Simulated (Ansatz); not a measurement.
Cubic perovskite BaSnO₃ was calculated with PBE (PAW; Ansatz, an electronic-structure program).

Numerical settings: plane-wave cutoff 520 eV, 6×6×6 k mesh, perturbation theory, scalar-relativistic PAW data made under PBE.

Computed at the level's own relaxed cell.

```yaml
crystal:
  lattice:
    - [4.17591, 0.00000, 0.00000]
    - [0.00000, 4.17591, 0.00000]
    - [0.00000, 0.00000, 4.17591]
  atoms:
    - { symbol: Ba, position: [0.00000, 0.00000, 0.00000] }
    - { symbol: Sn, position: [0.50000, 0.50000, 0.50000] }
    - { symbol: O, position: [0.50000, 0.00000, 0.50000] }
    - { symbol: O, position: [0.00000, 0.50000, 0.50000] }
    - { symbol: O, position: [0.50000, 0.50000, 0.00000] }
```

Harmonic phonon frequencies (cm⁻¹; i marks an imaginary mode; at Γ without the LO shift):

| q point | frequencies |
|---|---|
| Γ | 0 0 0 114 114 114 194 194 194 214 214 214 568 568 568 |
| X | 84 84 119 119 132 205 219 219 223 223 229 377 573 573 645 |
| M | 42 82 91 91 149 198 198 238 238 290 290 362 422 579 685 |
| R | 70i 70i 70i 104 104 104 255 255 255 311 311 311 418 418 705 |

Imaginary modes appear, so the structure is dynamically unstable at this level.

Note: the run finds an imaginary mode (70i cm⁻¹), so the cell is a saddle point at this level.
